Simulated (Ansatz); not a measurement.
## The 2H-WS2 bilayer (2H stacking) between two gates

Wanted: Fermi level and gate voltage of the 2H-WS2 bilayer (2H stacking) as it is charged.

Program: Ansatz 0.2.0. Level of theory: plane-wave DFT, PBE-D3(BJ), Ansatz PAW. Results are calculated unless marked as measured.

## (1) Set-up

The cell holds 6 atoms: 4 S and 2 W. Its edges and angles: a = 3.180 Å, b = 3.180 Å, c = 27.951 Å, α = 90.0°, β = 90.0°, γ = 120.0°. Regions: layer 1: 2H-WS2, 3 atoms (2 S and 1 W); layer 2: 2H-WS2, 3 atoms (2 S and 1 W). Vacuum lies along c.

## (2) Relaxation

The starting cell is a guess, so the in-plane lattice and the atoms are relaxed first, with the slab cut off from its images along the normal. The program lengthens the vector along the normal by itself, so c and the volume that it reports differ from the typed ones.

The input, input.yaml:

```yaml
crystal:
  lattice:
    - [3.18, 0.0, 0.0]
    - [-1.59, 2.753960784, 0.0]
    - [0.0, 0.0, 27.9512404648]
  atoms:
    - { symbol: S, position: [0.3333333333, 0.6666666667, 0.3219892874] }
    - { symbol: W, position: [0.0, 0.0, 0.3841622031] }
    - { symbol: S, position: [0.3333333333, 0.6666666667, 0.4463351188] }
    - { symbol: S, position: [0.0, 0.0, 0.5536648812] }
    - { symbol: W, position: [0.3333333333, 0.6666666667, 0.6158377969] }
    - { symbol: S, position: [0.0, 0.0, 0.6780107126] }
  periodic: [true, true, false]
kpoints:
  mp_grid: { grid: [12, 12, 1] }
hamiltonian:
  xc: pbe
  dispersion: d3bj
scf:
  occupations: { method: fermi_dirac, width: 0.05 }
  convergence: { dr2_threshold: 1.0e-09 }
relax:
  f_tol: 0.004
  max_steps: 90
  cell: {}
output:
  write_potential: true
  write_density: true
  volumetric_format: npy
```

On the command line:

```sh
$ ansatz run input.yaml --threads 8 --pin off --max-ram 12288MiB --backend cpu --events-out ev --progress --plain --runs-dir out
```

Numbers of over 12 decimals in the logs are rounded to 6 here.

The log of the run:

```text
Warning: crystal.periodic: the lattice vector that does not repeat stood 0.000° off the slab's normal, 27.951 Å along it as the deck builds it. The run solves the slab on a vector along the normal, 43.702 Å long, with every atom where it was (on the deck's vector they left 18.00 Å outside them, and the widest stretch free of ions among them is 3.00 Å). A fractional position that the run reports is one of the run's ce [...]
Warning: relax.cell: scf.convergence.dr2_threshold = 1e-9 eV is looser than the 1.50734076403e-10 eV advised for a relaxation that steers and ends on the stress (1e-10 eV for each atom of the cell: 6, times the square of relax.cell.stress_2d_tol = 0.05 N/m over 20.0 Å (the atoms' height at the walk's start and 5 Å past either face), 2.506e-2 GPa, over a crystal's default 0.05). What an SCF threshold leaves in a stress goes as its square root, and in the free energy as the threshold itself, and one threshold admits the most on a small cell: [figures from the program's tests cut] Set scf.convergence.dr2_threshold to 1.50734076403e-10 eV or tighter. [rest of the remark cut]
crystal.periodic: the lattice vector that does not repeat stood 0.000° off the slab's normal, 27.951 Å along it as the deck builds it. The run solves the slab on a vector along the normal, 43.702 Å long, with every atom where it was (on the deck's vector they left 18.00 Å outside them, and the widest stretch free of ions among them is 3.00 Å). A fractional position that the run reports is one of the run's cell, which [...]
Engine: ansatz 0.2.0, aarch64-unknown-linux-gnu
Pseudopotentials: kind: paw
Pseudopotential: S, paw, valence charge 6, recommended cutoff 420 eV (normal), S.paw.azcp
Pseudopotential: W, paw, valence charge 14, recommended cutoff 420 eV (normal), W.paw.azcp
Functional definition: PBE
  parameter kappa = 0.804
  parameter beta = 0.066725
  exchange = pbe_x(kappa = kappa, mu = beta*pi^2/3)
  correlation = pbe_c(beta = beta)
Crystal: 6 atoms, lattice volume = 382.729 Å³
Basis set: ecut = 420 eV, 7527 PW (Γ), exchange–correlation on 48×48×600 points (8 copies of the dense FFT grid, shifted against one another)
Bands: 32, of which v1, the nominal top of the filled ones, is band 26 counted from 1 (25 counted from 0)
Symmetry: 12 space group operations
Space group: P-3m1 (ITA 164), of the structure as read, at distance tolerance 7.3e-5 Å
k-points: 19 of 144
Non-local potential: S, projectors of the file, l = 0: 2, l = 1: 2, l = 2: 2
Non-local potential: W, projectors of the file, l = 0: 3, l = 1: 2, l = 2: 2, l = 3: 1
PAW form: soft (Blöchl's): semilocal exchange-correlation on the pseudo side does not see the compensation charge
PAW one-centre angular grid: S, 110 points (default); XC on 64 Gauss nodes
PAW one-centre angular grid: W, 590 points (default); XC on 64 Gauss nodes
Initial density: superposition of atomic densities (neutral atoms: chi_scale 0, normalization atom), corrected by the library's trained network
Initial wavefunctions: pseudopotential atomic-orbital guess
Functional: x = pbe(κ = 0.804, μ = 0.219515), c = pbe(β = 0.066725)
SCF iter   1: F=—  HF=-24383.988088 eV  |F-HF|=—  |Δ(HF+E_count)|=         —  Δρ=2.90e-3  dr2=7.75e-2  ethr=1.77e-3  ⟨swp⟩=11.9  Hψ=4310  notcnv=0
preconditioner: auto → Resta (q_TF=auto, 1.956 Å⁻¹)  ε∞=3.2  [insulator: Δε(μ)=1.178 eV  Ē_g=7.694 eV  σ=0.050 eV  W_gap=1.00  n_scr=26 (ndim 8)  ℏωp=11.4 eV  f_vac=0.688  D(μ)=0.00/eV (n_scr^D=0)  ε∞_Penn≈3.2  vacuum switching on, ρ_ref=4.3e-3 e/Å³]
SCF iter   2: F=—  HF=-24384.003577 eV  |F-HF|=—  |Δ(HF+E_count)|=   1.55e-2  Δρ=2.27e-3  dr2=1.27e-1  ethr=1.49e-4  ⟨swp⟩=4.4  Hψ=1518  notcnv=0  defer=17
SCF iter   3: F=—  HF=-24383.995967 eV  |F-HF|=—  |Δ(HF+E_count)|=   7.61e-3  Δρ=1.17e-3  dr2=3.72e-3  ethr=1.49e-4  ⟨swp⟩=2.7  Hψ=926  notcnv=0  defer=17
SCF iter   4: F=—  HF=-24383.999129 eV  |F-HF|=—  |Δ(HF+E_count)|=   3.16e-3  Δρ=2.76e-4  dr2=8.06e-4  ethr=7.15e-6  ⟨swp⟩=3.4  Hψ=1331  notcnv=0  defer=17
SCF iter   5: F=—  HF=-24383.999069 eV  |F-HF|=—  |Δ(HF+E_count)|=   5.97e-5  Δρ=8.97e-5  dr2=7.93e-5  ethr=1.55e-6  ⟨swp⟩=2.9  Hψ=1018  notcnv=0  defer=17
SCF iter   6: F=—  HF=-24383.999095 eV  |F-HF|=—  |Δ(HF+E_count)|=   2.59e-5  Δρ=3.13e-5  dr2=5.66e-6  ethr=1.53e-7  ⟨swp⟩=3.3  Hψ=1258  notcnv=0  defer=15
SCF iter   7: F=—  HF=-24383.999095 eV  |F-HF|=—  |Δ(HF+E_count)|=   1.97e-7  Δρ=8.44e-6  dr2=7.24e-7  ethr=1.09e-8  ⟨swp⟩=3.2  Hψ=1225  notcnv=0  defer=15
SCF iter   8: F=—  HF=-24383.998886 eV  |F-HF|=—  |Δ(HF+E_count)|=   2.09e-4  Δρ=2.66e-6  dr2=6.75e-8  ethr=1.39e-9  ⟨swp⟩=2.9  Hψ=1184  notcnv=0  defer=15
SCF iter   9: F=—  HF=-24383.998886 eV  |F-HF|=—  |Δ(HF+E_count)|=   3.96e-9  Δρ=5.09e-7  dr2=1.16e-9  ethr=1.30e-10  ⟨swp⟩=3.5  Hψ=1323  notcnv=0  defer=15
SCF iter  10: F=-24383.998887 eV  HF=-24383.998887 eV  |F-HF|=3.89e-10  |Δ(HF+E_count)|=   2.94e-9  Δρ=9.67e-8  dr2=5.46e-11  ethr=1.92e-12  ⟨swp⟩=12.7  Hψ=5353  notcnv=0
SCF 1 converged in 10 iterations: F = -24383.998887 eV  dr2 = 5.46e-11
  greatest PAW one-centre occupation: 1.000 electrons in one spin orbital (limit 2), on the W atom at site 4 (counted from 0), in its partial waves of l = 0
relax step   1: F+E_penalty+E_count = -24383.99888650 eV  Δ(F+E_penalty+E_count) = +0.000e0 eV  max|allowed force component| = 2.684e0 eV/Å  Δτ_max = 0.0000 Å  P = -12.920 N/m  Ω = 382.729 Å³  fix = [c, alpha, beta]  reactions: c -0.000 N/m  (10 SCF iters, accepted)
Crystal: 6 atoms, lattice volume = 378.693 Å³
Basis set: ecut = 420 eV, 7299 PW (Γ), exchange–correlation on 48×48×600 points (8 copies of the dense FFT grid, shifted against one another)
Initial density: handed on by an earlier stage of this run
Initial wavefunctions: those handed on with the density
iter 1 solved again at ethr=9.20e-4 eV; its pass at ethr=3.10e-3 eV (dr2=4.78e-1 eV) is discarded
SCF iter   1: F=—  HF=-24385.044655 eV  |F-HF|=—  |Δ(HF+E_count)|=         —  Δρ=8.99e-3  dr2=5.26e-1  ethr=9.20e-4  ⟨swp⟩=2.0  Hψ=5205  notcnv=0
eigensolver tolerance schedule calibrated: the retry pair's looser diagonalisation under-reported the residual by θ = 0.09 (0.17/decade); ethr = c·dr2/N_el runs at the constant in force after the calibration composes with the one it found (an armed cap, an earlier calibration), c = 3.5e-2
preconditioner: auto → Resta (q_TF=auto, 1.960 Å⁻¹)  ε∞=2.9  [insulator: Δε(μ)=1.371 eV  Ē_g=8.410 eV  σ=0.050 eV  W_gap=1.00  n_scr=26 (ndim 8)  ℏωp=11.4 eV  f_vac=0.699  D(μ)=0.00/eV (n_scr^D=0)  ε∞_Penn≈2.9  vacuum switching on, ρ_ref=5.1e-3 e/Å³]
[...]
SCF iter   4: F=—  HF=-24385.001125 eV  |F-HF|=—  |Δ(HF+E_count)|=   4.45e-3  Δρ=8.58e-4  dr2=4.73e-3  ethr=1.46e-4  ⟨swp⟩=3.4  Hψ=1078  notcnv=0  defer=4
SCF iter   5: F=—  HF=-24385.000891 eV  |F-HF|=—  |Δ(HF+E_count)|=   2.33e-4  Δρ=4.30e-4  dr2=5.50e-4  ethr=9.10e-6  ⟨swp⟩=3.4  Hψ=1260  notcnv=0  defer=4
SCF iter   6: F=—  HF=-24385.001349 eV  |F-HF|=—  |Δ(HF+E_count)|=   4.58e-4  Δρ=5.28e-4  dr2=1.49e-3  ethr=1.06e-6  ⟨swp⟩=3.5  Hψ=1436  notcnv=0  defer=2  recentre
SCF iter   7: F=—  HF=-24385.000829 eV  |F-HF|=—  |Δ(HF+E_count)|=   5.20e-4  Δρ=1.61e-4  dr2=6.96e-5  ethr=1.06e-6  ⟨swp⟩=3.0  Hψ=1393  notcnv=0  defer=2
SCF iter   8: F=—  HF=-24385.000897 eV  |F-HF|=—  |Δ(HF+E_count)|=   6.81e-5  Δρ=4.54e-5  dr2=5.36e-6  ethr=1.34e-7  ⟨swp⟩=3.0  Hψ=1255  notcnv=0  defer=2
SCF iter   9: F=—  HF=-24385.000897 eV  |F-HF|=—  |Δ(HF+E_count)|=   8.87e-8  Δρ=7.35e-6  dr2=1.82e-7  ethr=1.03e-8  ⟨swp⟩=3.0  Hψ=1362  notcnv=0  defer=2
SCF iter  10: F=—  HF=-24385.000684 eV  |F-HF|=—  |Δ(HF+E_count)|=   2.13e-4  Δρ=1.64e-6  dr2=1.42e-8  ethr=3.50e-10  ⟨swp⟩=3.3  Hψ=1457  notcnv=0  defer=2
SCF iter  11: F=—  HF=-24385.000684 eV  |F-HF|=—  |Δ(HF+E_count)|=   1.37e-9  Δρ=3.29e-7  dr2=1.94e-9  ethr=2.73e-11  ⟨swp⟩=3.3  Hψ=1370  notcnv=0  defer=2
SCF iter  12: F=—  HF=-24385.000684 eV  |F-HF|=—  |Δ(HF+E_count)|=  5.35e-10  Δρ=2.43e-7  dr2=1.68e-9  ethr=1.92e-12  ⟨swp⟩=13.6  Hψ=5476  notcnv=0
SCF iter  13: F=-24385.000684 eV  HF=-24385.000684 eV  |F-HF|=1.78e-10  |Δ(HF+E_count)|=  1.89e-10  Δρ=1.03e-7  dr2=1.49e-10  ethr=1.92e-12  ⟨swp⟩=9.5  Hψ=4572  notcnv=0
SCF 3 converged in 13 iterations: F = -24385.000684 eV  dr2 = 1.49e-10
relax step   3: F+E_penalty+E_count = -24385.00068423 eV  Δ(F+E_penalty+E_count) = -6.141e-2 eV  max|allowed force component| = 1.428e-1 eV/Å  Δτ_max = 0.1923 Å  P = -0.241 N/m  Ω = 376.328 Å³  energy of the carried Pulay correction = +2.724e-4 eV  fix = [c, alpha, beta]  reactions: c -0.000 N/m  (13 SCF iters, accepted)
[...]
relax step   4: F+E_penalty+E_count = -24384.99878227 eV  Δ(F+E_penalty+E_count) = +1.902e-3 eV  max|allowed force component| = 4.454e-2 eV/Å  Δτ_max = 0.1137 Å  P = +0.184 N/m  Ω = 377.099 Å³  energy of the carried Pulay correction = +2.394e-4 eV  fix = [c, alpha, beta]  (11 SCF iters, rejected (line search))
[...]
relax step   5: F+E_penalty+E_count = -24385.00423412 eV  Δ(F+E_penalty+E_count) = -3.550e-3 eV  max|allowed force component| = 7.056e-3 eV/Å  Δτ_max = 0.0376 Å  P = +0.045 N/m  Ω = 377.009 Å³  energy of the carried Pulay correction = +2.433e-4 eV  fix = [c, alpha, beta]  reactions: c +0.000 N/m  (10 SCF iters, accepted)
[...]
relax step   6: F+E_penalty+E_count = -24385.00431521 eV  Δ(F+E_penalty+E_count) = -8.109e-5 eV  max|allowed force component| = 1.723e-3 eV/Å  Δτ_max = 0.0103 Å  P = +0.012 N/m  Ω = 377.143 Å³  energy of the carried Pulay correction = +2.375e-4 eV  fix = [c, alpha, beta]  reactions: c +0.000 N/m  (9 SCF iters, accepted)
Initial wavefunctions: pseudopotential atomic-orbital guess (no wavefunctions were taken with the density)
iter 1 solved again at ethr=1.22e-7 eV; its pass at ethr=3.10e-3 eV (dr2=6.32e-5 eV) is discarded
SCF iter   1: F=—  HF=-24385.004208 eV  |F-HF|=—  |Δ(HF+E_count)|=         —  Δρ=1.29e-5  dr2=9.11e-8  ethr=1.22e-7  ⟨swp⟩=7.0  Hψ=7975  notcnv=0
preconditioner: auto → Resta (q_TF=auto, 1.961 Å⁻¹)  ε∞=2.9  [insulator: Δε(μ)=1.352 eV  Ē_g=8.428 eV  σ=0.050 eV  W_gap=1.00  n_scr=26 (ndim 8)  ℏωp=11.5 eV  f_vac=0.705  D(μ)=0.00/eV (n_scr^D=0)  ε∞_Penn≈2.9  vacuum switching on, ρ_ref=5.2e-3 e/Å³]
SCF iter   2: F=—  HF=-24385.004050 eV  |F-HF|=—  |Δ(HF+E_count)|=   1.58e-4  Δρ=6.54e-6  dr2=2.47e-8  ethr=1.75e-10  ⟨swp⟩=5.0  Hψ=2063  notcnv=0
SCF iter   3: F=—  HF=-24385.004050 eV  |F-HF|=—  |Δ(HF+E_count)|=   1.56e-8  Δρ=1.60e-6  dr2=2.62e-8  ethr=4.74e-11  ⟨swp⟩=3.0  Hψ=1283  notcnv=0
SCF iter   4: F=-24385.004050 eV  HF=-24385.004050 eV  |F-HF|=1.42e-10  |Δ(HF+E_count)|=   3.06e-9  Δρ=3.68e-7  dr2=1.39e-10  ethr=1.92e-12  ⟨swp⟩=16.1  Hψ=6797  notcnv=0
SCF 7 converged in 4 iterations: F = -24385.004050 eV  dr2 = 1.39e-10
relax step   7: F+E_penalty+E_count = -24385.00404999 eV  Δ(F+E_penalty+E_count) = +2.652e-4 eV  max|allowed force component| = 1.724e-3 eV/Å  Δτ_max = 0.0000 Å  P = +0.016 N/m  Ω = 377.143 Å³  fix = [c, alpha, beta]  reactions: c +0.000 N/m  stress off target by 1.57e-2 N/m on what of the cell is left free  SCF on the basis re-selected at this cell (its energy is not comparable with the rows above)  (4 SCF iters)
basis re-selected at this cell: Δ(F+E_penalty+E_count) = +2.652e-4 eV, ΔP = +0.004 N/m vs the last step (what re-selecting the basis moved, of the pressure what is left beyond the Pulay correction that the steps carried, after the strain that the cell walked since its last selection, with what the two solves' SCF thresholds leave and, on support functions, any second-order correction that the steps lacked; it is no m [...]
SCF converged after 4 iterations
Free energy (F): -24385.004050 eV
Harris-Foulkes:  -24385.004050 eV  (|F-HF|=1.42e-10)
Internal energy: -24385.004050 eV  (E = F + TS)
E sigma→0 (E₀):  -24385.004050 eV
Entropy (-TS):   -0.000000 eV (-0.000 meV/atom)
Fermi energy:    -4.633455 eV
--- Per-component energies (eV) ---
  E_band       = -1244.904944
  E_kinetic    = 1333.576538
  E_local      = -206297.845253  (includes V_loc(G=0)·N_el)
  E_nonlocal   = 114.699203
  E_hartree    = 102352.751371
  E_xc         = -924.726005
  E_vxc        = -830.615236  (∫ρ·V_xc dr)
  E_paw        = -19526.293651  (= ΣΔE_a)
  E_vpaw       = -270.222632  (= ΣTr[D̂ρ^β])
  E_aug_tail   = -0.000125  (compensation charges beyond the density's cutoff)
  E_ewald      = 98565.050914
  E_disp       = -2.217044  (pairwise vdW)
  E_smearing   = -0.000000  (= −TS)
  E_closure    = -0.000000  (closes the sum)
  Σ components = -24385.004050   (vs F -24385.004050, Δ=0.00e0)
--- Forces (eV/Å), atoms counted from 1 ---
  atom   1  S      0.00000000     0.00000000     0.00061099
  atom   2  W      0.00000000    -0.00000000    -0.00172403
  atom   3  S     -0.00000000     0.00000000    -0.00016541
  atom   4  S      0.00000000    -0.00000000     0.00016541
  atom   5  W      0.00000000     0.00000000     0.00172403
  atom   6  S      0.00000000    -0.00000000    -0.00061099
  max |Σ_I F_I| component: 1.85e-17 eV/Å
--- 2D stress c σ (N/m, compression-positive) ---
        0.015683       0.000000       0.000000
        0.000000       0.015683      -0.000000
        0.000000      -0.000000       0.000000
  P = ½ c Tr σ = 0.0157 N/m
--- Band table (eV; the first three rows and the last of 19) ---
  k-point 0: bands = [... 22 lower, -7.2436, -7.2436, -6.0172, -5.2666, -2.7686, -2.7686, -2.7507, -2.7507, ... 2 higher]
  k-point 1: bands = [... 22 lower, -7.2021, -6.8949, -6.0355, -5.4342, -2.8995, -2.8672, -2.8540, -2.7979, ... 2 higher]
  k-point 2: bands = [... 22 lower, -7.2871, -6.8878, -6.1929, -5.9503, -3.4202, -3.1254, -3.0246, -2.8824, ... 2 higher]
  k-point 18: bands = [... 22 lower, -8.0862, -8.0862, -5.7603, -5.6399, -3.7600, -3.7600, -2.7685, -2.0923, ... 2 higher]
  the weakly bound empty levels are not read free of the cell's end (no_gap_told)
--- Relaxed structure (6 steps of the walk, 5 accepted, 1 SCFs on fresh bases) ---
  F+E_penalty+E_count = -24385.00404999 eV   max|allowed force component| = 1.724e-3 eV/Å   (the final SCF, on the basis selected at the relaxed cell)
  cell:  # Å, volume = 377.1428 Å³
    - [3.156709, 0, 0]
    - [-1.578354, 2.733790, 0]
    - [0, 0, 43.702481]
  atoms:
    - { symbol: S, position: [0.333333, 0.666667, 0.214138] }
    - { symbol: W, position: [-4.3965362061382976e-17, -2.775557561562891e-17, 0.250213] }
    - { symbol: S, position: [0.333333, 0.666667, 0.286243] }
    - { symbol: S, position: [-4.6653881997240217e-17, -2.775557561562891e-17, 0.353337] }
    - { symbol: W, position: [0.333333, 0.666667, 0.389367] }
    - { symbol: S, position: [-5.042985786988974e-17, -2.775557561562891e-17, 0.425442] }
```

It took 19 s on 8 threads of Arm Neoverse V2, shared host; peak memory 1.1 GiB; 2.3 min of CPU time.

Relaxation path:

```csv
step,energy less that of the first step (eV),largest force component (eV/Å),volume (Å³)
1,0.0000,2.6840,382.73
2,-0.9404,0.6520,378.69
3,-1.0018,0.1428,376.33
4,-0.9999,0.0445,377.10
5,-1.0053,0.0071,377.01
6,-1.0054,0.0017,377.14
7*,-1.0052,0.0017,377.14
```

Relaxation steps marked * repeat the geometry before them on a plane-wave basis chosen anew for their cell, so energy and pressure can jump there. Relaxation step 4 was tried and not accepted.

The run keeps the 12 symmetry operations that it works with, so distortions that break them were not tested.

| cell as run | before | after | change |
| --- | --- | --- | --- |
| a (Å) | 3.180 | 3.157 | -0.7 % |
| b (Å) | 3.180 | 3.157 | -0.7 % |

The atoms that moved most (Å, along periodic axes as changes of fractional coordinates times the final cell, across vacuum about the mean position):

```
atom     dx     dy      dz  length
  S1  0.000  0.000   0.358   0.358
  S6  0.000  0.000  -0.358   0.358
  W5  0.000  0.000  -0.197   0.197
  W2  0.000  0.000   0.197   0.197
  S3  0.000  0.000   0.034   0.034
  S4  0.000  0.000  -0.034   0.034
```

Final coordinates:

```cif
data_structure
_symmetry_space_group_name_H-M 'P 1'
_symmetry_Int_Tables_number 1
_cell_length_a 3.1567
_cell_length_b 3.1567
_cell_length_c 43.7025
_cell_angle_alpha 90.000
_cell_angle_beta 90.000
_cell_angle_gamma 120.000
_cell_volume 377.14
loop_
_atom_site_label
_atom_site_type_symbol
_atom_site_fract_x
_atom_site_fract_y
_atom_site_fract_z
_atom_site_occupancy
S1 S 0.33333 0.66667 0.21414 1
W2 W 0.00000 0.00000 0.25021 1
S3 S 0.33333 0.66667 0.28624 1
S4 S 0.00000 0.00000 0.35334 1
W5 W 0.33333 0.66667 0.38937 1
S6 S 0.00000 0.00000 0.42544 1
```

The lattice constant a goes from 3.180 to 3.157 Å.

(Continued in part 2 of 3.)

[Logs are printed without paths, hosts, clocks, repeated set-up lines and the standing remarks that a program may print on its own settings, such as how far it seeks lower states.]

[Hosts, paths, dates, database ids (printed as entryN), source tags and the programs' standing remarks are cut or masked in the printed files.]

[Maps of the electrostatic potential energy from Ansatz leave out the sawtooth potential of an applied field or a dipole correction, so their vacuum need not be flat; planar profiles and work functions include it.]
